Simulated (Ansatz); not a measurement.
Pb:

```xyz
1
Lattice="-1.9797 1.9797 1.9797 1.9797 -1.9797 1.9797 1.9797 1.9797 -1.9797" Properties=species:S:1:pos:R:3 pbc="T T T"
Pb    0.0000    0.0000    0.0000
```

This isn't the form of Pb at room conditions, which is fcc.

* Program: Ansatz 0.2.0
* Task: relaxation of cell and atoms
* Functional: HSE06
* Potentials or basis: Ansatz PAW
* Cutoff: 420 eV (not typed: the program's choice for these potentials)
* k mesh: 5 × 5 × 5
* Occupations: fermi-dirac, width 0.05 eV
* Spin: no spin polarisation

At the start: volume 31.03 Å³/atom.

How do energy, volume and symmetry change on relaxing?

It ends after 4 steps and the volume is 32.16 Å³/atom (+3.6 %); space group Im-3m (No. 229, to 0.05 Å).

The path:
```csv
step,energy change (eV),largest force (eV/Å),volume (Å³)
1,0.0000,0.0000,31.03
2,-0.0055,0.0000,32.20
3,-0.0055,0.0000,32.16
4,-0.0056,0.0000,32.16
```

Final structure:
```
Pb
1.0
    -2.00329    2.00329    2.00329
     2.00329   -2.00329    2.00329
     2.00329    2.00329   -2.00329
Pb
1
Direct
  0.00000 0.00000 0.00000
```

Caveat: the k mesh is coarse (spacing up to 0.45 Å⁻¹), so the values aren't converged, least of all with exact exchange; the plane-wave basis is chosen anew once the cell has moved, so the energies of steps on either side of that aren't comparable; the PAW data sets come from PBE, with cores solved anew for the run's functional, which leaves a small shift of forces and pressure.
